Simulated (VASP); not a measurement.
# Vibrations of BAs: a test of the settings, part 2 of 2

How far do the zone-centre frequencies of BAs depend on the numerical settings? The starting structure is a measured crystal structure from the Crystallography Open Database.

VASP 6.6.1.

Results so far: reference T2 700.6 cm⁻¹.

**3. Modes with a 4×4×4 mesh**

Level of this step: LDA; plane waves and PAW (As, B) (VASP).

Against step 2 the input has a 4×4×4 mesh.

File INCAR:

```
SYSTEM = BAs
PREC = Accurate
ENCUT = 450
EDIFF = 1E-08
NELM = 100
ISMEAR = 0
SIGMA = 0.03
LREAL = .FALSE.
ALGO = Normal
GGA = CA
NBANDS = 10
LORBIT = 11
LWAVE = .FALSE.
LCHARG = .FALSE.
KPAR = 2
IBRION = 8
LEPSILON = .TRUE.
ISIF = 2
```

File POSCAR:

```
BAs
1.0
    0.0000000000      2.3712535236      2.3712535236
    2.3712535236      0.0000000000      2.3712535236
    2.3712535236      2.3712535236      0.0000000000
As B
1 1
Direct
    0.7500000000      0.7500000000      0.7500000000
    0.0000000000      0.0000000000      0.0000000000
```

File KPOINTS:

```
Automatic mesh
0
Gamma
4 4 4
0 0 0
```

PAW data sets: As and B (LDA family, release 64).

On the command line:

```sh
$ mpirun -np 2 vasp_std
```

The log of the run:

```text
[... set-up lines as in an earlier step ...]
 entering main loop
       N       E                     dE             d eps       ncg     rms          rms(c)
DAV:   1     0.989775521788E+01    0.98978E+01   -0.32957E+03   160   0.623E+02
DAV:   2    -0.130166912430E+02   -0.22914E+02   -0.22378E+02   220   0.946E+01
DAV:   3    -0.135565493670E+02   -0.53986E+00   -0.53796E+00   182   0.157E+01
DAV:   4    -0.135579508937E+02   -0.14015E-02   -0.14015E-02   198   0.900E-01
[...]
DAV:  11    -0.127443149612E+02   -0.15602E-05   -0.24394E-06   184   0.999E-03    0.138E-02
DAV:  12    -0.127443147335E+02    0.22769E-06   -0.10112E-06   176   0.442E-03    0.269E-03
DAV:  13    -0.127443147396E+02   -0.60062E-08   -0.39325E-08   188   0.141E-03
   1 F= -.12744315E+02 E0= -.12744315E+02  d E =-.731691E-27
 Linear response reoptimize wavefunctions to high precision
DAV:   1    -0.127443147408E+02   -0.12323E-08   -0.52418E-09   178   0.341E-04
DAV:   2    -0.127443147408E+02    0.20520E-10   -0.12504E-10   108   0.920E-05
 Linear response G [H, r] |phi>, progress :
  Direction:   1
[...]
RMM:  12    -0.378515816976E-01   -0.91886E-07    0.17109E-05   442   0.730E-05    0.513E-08
 first order change of Fermi-energy  -0.19839E-03
 force on displaced ion       1 direction 1 : -17.756  -0.000  -0.000
 Born effective charge ion    1 direction 1 :  -0.463   0.000   0.000
 Linear response progress:
  Degree of freedom:   2/  2
       N       E                     dE             d eps       ncg     rms          rms(c)
RMM:   1    -0.448313335604E-01   -0.44831E-01   -0.35133E-03   820   0.109E+00
RMM:   2    -0.414184406989E-01    0.34129E-02   -0.77940E-04   572   0.202E-01    0.105E-01
RMM:   3    -0.414146276201E-01    0.38131E-05    0.39679E-04   586   0.716E-02    0.546E-02
RMM:   4    -0.417180861223E-01   -0.30346E-03    0.28697E-04   579   0.654E-02    0.774E-03
[...]
RMM:   9    -0.417359628451E-01    0.78426E-07   -0.11643E-08   647   0.489E-05    0.173E-06
RMM:  10    -0.417359382844E-01    0.24561E-07    0.88966E-08   596   0.410E-05    0.628E-07
RMM:  11    -0.417360318743E-01   -0.93590E-07   -0.86528E-08   493   0.406E-05    0.656E-08
 first order change of Fermi-energy   0.17646E-03
 force on displaced ion       2 direction 1 : -17.760   0.000   0.000
 Born effective charge ion    2 direction 1 :  -1.374   0.000   0.000
 Born effective charges drift removed
 Linear response finished
```

Elapsed: 7.6 s, on 2 MPI ranks of Intel Xeon 6975P-C (Granite Rapids), shared host; peak memory 0.26 GiB.

OUTCAR, selected parts (step 3):

```text
  Total        0.0989410      0.0989410      0.0989410     -0.0000000      0.0000000      0.0000000
  in kB        5.9446041      5.9446041      5.9446041     -0.0000000      0.0000000      0.0000000
  external PRESSURE =       5.9446041 kB  Pullay stress =       0.0000000 kB

 POSITION                                       TOTAL-FORCE (eV/Angst)
 -----------------------------------------------------------------------------------
      3.55688      3.55688      3.55688         0.000000      0.000000      0.000000
      0.00000      0.00000      0.00000        -0.000000     -0.000000     -0.000000
 -----------------------------------------------------------------------------------
    total drift:                               -0.000000     -0.000000     -0.000000

 MACROSCOPIC STATIC DIELECTRIC TENSOR (including local field effects in DFT)
 ------------------------------------------------------
          14.870559    -0.000000    -0.000000
          -0.000000    14.870559     0.000000
           0.000000    -0.000000    14.870559
 ------------------------------------------------------

 MACROSCOPIC STATIC DIELECTRIC TENSOR IONIC CONTRIBUTION
 ------------------------------------------------------
           0.078204    -0.000000    -0.000000
          -0.000000     0.078204    -0.000000
          -0.000000    -0.000000     0.078204
 ------------------------------------------------------

[... 1 part as in an earlier step ...]

[... 1 further part left out ...]
```

With a 4×4×4 mesh the mode is T2 715.0 cm⁻¹, +14.4 cm⁻¹ from the reference.

**4. Modes with a cutoff of 320 eV**

Against step 2 the input has ENCUT = 320.

INCAR, as its differences from that of step 3:

```diff
@@ -2,3 +2,3 @@
 PREC = Accurate
-ENCUT = 450
+ENCUT = 320
 EDIFF = 1E-08
```

POSCAR is that of step 3.

File KPOINTS:

```
Automatic mesh
0
Gamma
8 8 8
0 0 0
```

On the command line:

```sh
$ mpirun -np 2 vasp_std
```

The log of the run:

```text
[... set-up lines as in an earlier step ...]
 entering main loop
       N       E                     dE             d eps       ncg     rms          rms(c)
DAV:   1     0.308803092253E+01    0.30880E+01   -0.27511E+03   596   0.468E+02
DAV:   2    -0.133650450122E+02   -0.16453E+02   -0.16079E+02   814   0.847E+01
DAV:   3    -0.136843797829E+02   -0.31933E+00   -0.31903E+00   684   0.119E+01
DAV:   4    -0.136850272558E+02   -0.64747E-03   -0.64744E-03   710   0.629E-01
[...]
DAV:  11    -0.129177943819E+02   -0.15752E-05   -0.17527E-06   724   0.911E-03    0.134E-02
DAV:  12    -0.129177941378E+02    0.24411E-06   -0.85466E-07   646   0.410E-03    0.314E-03
DAV:  13    -0.129177941468E+02   -0.90295E-08   -0.29665E-08   666   0.121E-03
   1 F= -.12917794E+02 E0= -.12917794E+02  d E =-.660876E-29
 Linear response reoptimize wavefunctions to high precision
DAV:   1    -0.129177941464E+02    0.42428E-09   -0.57820E-09   644   0.343E-04
DAV:   2    -0.129177941464E+02    0.41950E-10   -0.12390E-10   378   0.895E-05
 Linear response G [H, r] |phi>, progress :
  Direction:   1
[...]
RMM:  12    -0.376280382660E-01   -0.58697E-07    0.45237E-06  1784   0.422E-05    0.175E-08
 first order change of Fermi-energy  -0.91878E-03
 force on displaced ion       1 direction 1 : -17.042   0.000   0.000
 Born effective charge ion    1 direction 1 :   0.505   0.000   0.000
 Linear response progress:
  Degree of freedom:   2/  2
       N       E                     dE             d eps       ncg     rms          rms(c)
RMM:   1    -0.440717534336E-01   -0.44072E-01   -0.73093E-04  4450   0.106E+00
RMM:   2    -0.409648136082E-01    0.31069E-02   -0.73649E-04  2988   0.209E-01    0.102E-01
RMM:   3    -0.410269218923E-01   -0.62108E-04    0.31084E-05  3128   0.678E-02    0.531E-02
RMM:   4    -0.413211113323E-01   -0.29419E-03   -0.19083E-05  3053   0.629E-02    0.741E-03
[...]
RMM:   9    -0.413098945844E-01    0.81447E-07    0.36625E-07  3458   0.321E-05    0.171E-06
RMM:  10    -0.413099005957E-01   -0.60113E-08    0.38141E-07  3123   0.235E-05    0.417E-07
RMM:  11    -0.413099108637E-01   -0.10268E-07    0.45248E-07  2279   0.226E-05    0.632E-08
 first order change of Fermi-energy   0.89569E-03
 force on displaced ion       2 direction 1 : -17.041  -0.000  -0.000
 Born effective charge ion    2 direction 1 :  -0.603   0.000   0.000
 Born effective charges drift removed
 Linear response finished
```

The job ended after 18 s (2 MPI ranks; peak memory 0.3 GiB).

From OUTCAR (step 4):

```text
  Total       -0.0761293     -0.0761293     -0.0761293      0.0000000      0.0000000      0.0000000
  in kB       -4.5740226     -4.5740226     -4.5740226      0.0000000      0.0000000      0.0000000
  external PRESSURE =      -4.5740226 kB  Pullay stress =       0.0000000 kB

 POSITION                                       TOTAL-FORCE (eV/Angst)
 -----------------------------------------------------------------------------------
      3.55688      3.55688      3.55688        -0.000000      0.000000      0.000000
      0.00000      0.00000      0.00000         0.000000     -0.000000     -0.000000
 -----------------------------------------------------------------------------------
    total drift:                               -0.000001     -0.000001     -0.000001

 MACROSCOPIC STATIC DIELECTRIC TENSOR (including local field effects in DFT)
 ------------------------------------------------------
          10.052699     0.000000    -0.000000
           0.000000    10.052699     0.000000
          -0.000000     0.000000    10.052699
 ------------------------------------------------------

 MACROSCOPIC STATIC DIELECTRIC TENSOR IONIC CONTRIBUTION
 ------------------------------------------------------
           0.120983     0.000000    -0.000000
           0.000000     0.120983     0.000000
          -0.000000     0.000000     0.120983
 ------------------------------------------------------

[... 1 part as in an earlier step ...]

[... 1 further part left out ...]
```

With a cutoff of 320 eV the mode is T2 700.4 cm⁻¹, -0.2 cm⁻¹ from the reference.

**5. Modes with a 10×10×10 mesh**

Against step 2 the input has a 10×10×10 mesh.

INCAR, as its differences from that of step 4:

```diff
@@ -2,3 +2,3 @@
 PREC = Accurate
-ENCUT = 320
+ENCUT = 450
 EDIFF = 1E-08
```

POSCAR is that of step 4.

File KPOINTS:

```
Automatic mesh
0
Gamma
10 10 10
0 0 0
```

On the command line:

```sh
$ mpirun -np 2 vasp_std
```

The log of the run:

```text
[... set-up lines as in an earlier step ...]
 entering main loop
       N       E                     dE             d eps       ncg     rms          rms(c)
DAV:   1     0.109920336360E+02    0.10992E+02   -0.35791E+03   940   0.633E+02
DAV:   2    -0.130011127224E+02   -0.23993E+02   -0.22745E+02  1258   0.102E+02
DAV:   3    -0.136935082235E+02   -0.69240E+00   -0.69096E+00  1142   0.179E+01
DAV:   4    -0.136954372751E+02   -0.19291E-02   -0.19290E-02  1116   0.107E+00
[...]
DAV:  11    -0.129259346629E+02   -0.14147E-05   -0.15708E-06  1104   0.929E-03    0.130E-02
DAV:  12    -0.129259344911E+02    0.17189E-06   -0.80615E-07  1044   0.397E-03    0.288E-03
DAV:  13    -0.129259344951E+02   -0.40803E-08   -0.29545E-08  1060   0.125E-03
   1 F= -.12925934E+02 E0= -.12925934E+02  d E =-.153264E-28
 Linear response reoptimize wavefunctions to high precision
DAV:   1    -0.129259344954E+02   -0.23294E-09   -0.57087E-09  1048   0.349E-04
DAV:   2    -0.129259344954E+02   -0.82991E-11   -0.12845E-10   584   0.945E-05
 Linear response G [H, r] |phi>, progress :
  Direction:   1
[...]
RMM:  11    -0.376880398205E-01    0.12891E-06   -0.20310E-06  3954   0.681E-05    0.810E-08
 first order change of Fermi-energy   0.16157E-01
 force on displaced ion       1 direction 1 : -17.034   0.000   0.000
 Born effective charge ion    1 direction 1 :   0.548   0.000   0.000
 Linear response progress:
  Degree of freedom:   2/  2
       N       E                     dE             d eps       ncg     rms          rms(c)
RMM:   1    -0.438269798854E-01   -0.43827E-01    0.55673E-04  8040   0.108E+00
RMM:   2    -0.408668667994E-01    0.29601E-02   -0.83047E-04  5381   0.214E-01    0.102E-01
RMM:   3    -0.409217847396E-01   -0.54918E-04   -0.36845E-05  5618   0.687E-02    0.532E-02
RMM:   4    -0.412109033219E-01   -0.28912E-03   -0.66398E-05  5526   0.635E-02    0.748E-03
[...]
RMM:   9    -0.411929128392E-01    0.86503E-07    0.60638E-07  6264   0.629E-05    0.174E-06
RMM:  10    -0.411929533703E-01   -0.40531E-07    0.54217E-07  5677   0.541E-05    0.431E-07
RMM:  11    -0.411929344992E-01    0.18871E-07    0.68644E-07  4240   0.532E-05    0.617E-08
 first order change of Fermi-energy  -0.11093E-01
 force on displaced ion       2 direction 1 : -17.036   0.000   0.000
 Born effective charge ion    2 direction 1 :  -0.571   0.000   0.000
 Born effective charges drift removed
 Linear response finished
```

It took 34 s on 2 MPI ranks; peak memory 0.4 GiB.

OUTCAR, selected parts (step 5):

```text
  Total       -0.0011168     -0.0011168     -0.0011168      0.0000000      0.0000000     -0.0000000
  in kB       -0.0671024     -0.0671024     -0.0671024      0.0000000      0.0000000     -0.0000000
  external PRESSURE =      -0.0671024 kB  Pullay stress =       0.0000000 kB

 POSITION                                       TOTAL-FORCE (eV/Angst)
 -----------------------------------------------------------------------------------
      3.55688      3.55688      3.55688        -0.000000     -0.000000     -0.000000
      0.00000      0.00000      0.00000         0.000000      0.000000      0.000000
 -----------------------------------------------------------------------------------
    total drift:                               -0.000000     -0.000000     -0.000000

 MACROSCOPIC STATIC DIELECTRIC TENSOR (including local field effects in DFT)
 ------------------------------------------------------
           9.758179     0.000000     0.000000
           0.000000     9.758179     0.000000
           0.000000     0.000000     9.758179
 ------------------------------------------------------

 MACROSCOPIC STATIC DIELECTRIC TENSOR IONIC CONTRIBUTION
 ------------------------------------------------------
           0.123772     0.000000     0.000000
           0.000000     0.123772    -0.000000
           0.000000    -0.000000     0.123772
 ------------------------------------------------------

[... 1 part as in an earlier step ...]

[... 1 further part left out ...]
```

With a 10×10×10 mesh the mode is T2 700.2 cm⁻¹, -0.4 cm⁻¹ from the reference.

**6. Modes with finite displacements**

Against step 2 the input has IBRION = 6, NFREE = 2, POTIM = 0.015 and no LEPSILON (also changed: NSW).

INCAR, as its differences from that of step 5:

```diff
@@ -15,4 +15,6 @@
 KPAR = 2
-IBRION = 8
-LEPSILON = .TRUE.
+IBRION = 6
+NFREE = 2
+POTIM = 0.015
+NSW = 1
 ISIF = 2
```

POSCAR is that of step 5.

File KPOINTS:

```
Automatic mesh
0
Gamma
8 8 8
0 0 0
```

On the command line:

```sh
$ mpirun -np 2 vasp_std
```

The log of the run:

```text
[... set-up lines as in an earlier step ...]
 entering main loop
       N       E                     dE             d eps       ncg     rms          rms(c)
[... 13 cycles as in an earlier step ...]
   1 F= -.12923740E+02 E0= -.12923740E+02  d E =-.224941E-29
[...]
2 F= -.12921823E+02 E0= -.12921823E+02  d E =-.108999E-11
[...]
3 F= -.12921823E+02 E0= -.12921823E+02  d E =-.108918E-11
[...]
4 F= -.12921823E+02 E0= -.12921823E+02  d E =-.108530E-11
[...]
5 F= -.12921823E+02 E0= -.12921823E+02  d E =-.107926E-11
 Finite differences progress:
  Degree of freedom:   2/  2
  Displacement:        2/  2
  Total:               4/  4
```

The job ended after 6.8 s (2 MPI ranks; peak memory 0.29 GiB; 13 s of CPU time).

OUTCAR, selected parts (step 6):

```text
  Total       -0.0006433      0.0029842      0.0029842      0.0000000      0.1161909      0.0000000
  in kB       -0.0386539      0.1792957      0.1792957      0.0000000      6.9810157      0.0000000
  external PRESSURE =       0.1066459 kB  Pullay stress =       0.0000000 kB

 POSITION                                       TOTAL-FORCE (eV/Angst)
 -----------------------------------------------------------------------------------
      3.55688      3.55688      3.55688        -0.255588      0.000000      0.000000
     -0.01500      0.00000      0.00000         0.255588     -0.000000     -0.000000
 -----------------------------------------------------------------------------------
    total drift:                                0.000038     -0.000000     -0.000000

  FREE ENERGIE OF THE ION-ELECTRON SYSTEM (eV)
  ---------------------------------------------------
  free  energy   TOTEN  =       -12.9218230887 eV

  energy  without entropy=      -12.9218230887  energy(sigma->0) =      -12.92182309

[... 2 parts as in an earlier step ...]

[... 1 further part left out ...]
[key lines of the parts left out:]
E-fermi :   6.6373
```

The last energy, forces and stress in OUTCAR belong to the last displaced cell, not to that of POSCAR.

With finite displacements the mode is T2 700.3 cm⁻¹, -0.3 cm⁻¹ from the reference.

**7. The runs compared**

```csv
run,T2,method,core minutes
reference,700.6,perturbation theory,0.733
a 4×4×4 mesh,715.0,perturbation theory,0.253
a cutoff of 320 eV,700.4,perturbation theory,0.593
a 10×10×10 mesh,700.2,perturbation theory,1.13
finite displacements,700.3,finite displacements,0.227
```

Modes are in cm⁻¹, degenerate ones as one, matched between runs by symmetry and order. A number in brackets counts the listed modes of one symmetry from the lowest. The symmetry labels come from an automatic analysis and can be wrong where levels nearly coincide. Core minutes are wall time times ranks of the run shown, on a shared host.

**8. What came out**

- T2, reference: 700.6 cm⁻¹
- T2, a 4×4×4 mesh: 715.0 cm⁻¹
- T2, a cutoff of 320 eV: 700.4 cm⁻¹
- T2, a 10×10×10 mesh: 700.2 cm⁻¹
- T2, finite displacements: 700.3 cm⁻¹

**Reading.** The largest change comes with a 4×4×4 mesh: +14.4 cm⁻¹ in T2. On finer settings the modes change by up to -0.4 cm⁻¹ in T2 with a 10×10×10 mesh. Other changes move the modes by more: +14.4 cm⁻¹ in T2 with a 4×4×4 mesh. The dielectric constants and Born charges in the logs aren't compared here; at a small gap they can be far off, and in a run without a gap they mean nothing. The frequencies are harmonic, and the splitting of polar modes by their long-range field is left out. Further runs on this material are not shown.

[Lines on the potential files, build, host, timing and source positions are cut from VASP's logs without a mark.]

[Logs are printed without paths, hosts, clocks, repeated set-up lines and the standing remarks that a program may print on its own settings, such as how far it seeks lower states.]

[Hosts, paths, dates, database ids (printed as entryN), source tags and the programs' standing remarks are cut or masked in the printed files.]
